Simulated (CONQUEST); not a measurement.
The system is GaN.

```xyz
8
Lattice="3.1800 0.0000 0.0000 0.0000 5.1660 0.0000 0.0000 0.0000 5.5079" Properties=species:S:1:pos:R:3 pbc="T T T"
Ga    1.5861    2.5776    4.6210
Ga    3.1761    2.5776    1.8670
Ga    1.5796    0.0547    0.9528
Ga    3.1696    0.0547    3.7068
N     0.0236    4.5264    1.8458
N     1.6136    4.5264    4.5998
N     1.5449    1.9332    0.9204
N     3.1349    1.9332    3.6743
```

The cell isn't the ideal one: atoms moved at random, drawn with an rms of 0.05 Å.

Base run:

* Program: CONQUEST 1.3
* Functional: PBE
* Potentials or basis: PseudoDojo NC PBE, DZP, multi-site functions of range 12 bohr, grid cutoff 150 Ha
* k mesh: 5 × 4 × 3
* Occupations: fermi-dirac, width 0.05 eV
* Spin: no spin polarisation

Its results: band gap on the k mesh 1.98 eV; pressure 12.1 GPa; largest force 1.677 eV/Å.

Problem. The run is repeated on the same cell with these changes: potentials or basis from PseudoDojo NC PBE, DZP, multi-site functions of range 12 bohr, grid cutoff 150 Ha to PseudoDojo NC PBE, DZP, multi-site functions of range 6.5 bohr, grid cutoff 150 Ha. What comes out?

Solution. Band gap on the k mesh 2.36 eV; pressure 13.0 GPa; largest force 1.774 eV/Å.

Caveats: multi-site functions contract the basis, which raises the energy a little and makes forces and stress less exact; an odd mesh through Γ misses points on the zone boundary, where band edges often lie; the basis of atomic orbitals isn't converged, which shifts pressures, moduli and gaps.
